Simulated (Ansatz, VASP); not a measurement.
## One calculation of C, two programs

```xyz
4
Lattice="2.4991 0.0000 0.0000 -1.2495 2.1643 0.0000 0.0000 0.0000 4.1190" Properties=species:S:1:pos:R:3 pbc="T T T"
C     0.0000    1.4429   -0.0011
C     1.2495    0.7214    2.0584
C     0.0000    1.4429    1.5416
C     1.2495    0.7214    3.6011
```

Alike in both runs: task single point; functional PBEsol; k mesh 9 × 9 × 6; no spin polarisation.

|  | VASP | Ansatz |
| --- | --- | --- |
| version | VASP 6.6.1 | Ansatz 0.2.0 |
| potentials or method | VASP PAW PBE potentials, release 64 (C) | scalar-relativistic, plane waves, PAW |
| plane-wave cutoff (eV) | 520 | 420 |
| occupations | gaussian, width 0.01 eV | fixed |
| valence electrons in the cell | 16 | 16 |

|  | VASP | Ansatz | Ansatz less VASP |
| --- | --- | --- | --- |
| gap on the k mesh at the Fermi level (eV) | 3.03 | 3.05 | +0.019 |
| least direct gap on the mesh (eV) | 4.81 | 4.82 | +0.007 |

Ansatz warned: «pseudo_functional_mismatch».

Caveats: an odd mesh through Γ misses points on the zone boundary, where band edges often lie.
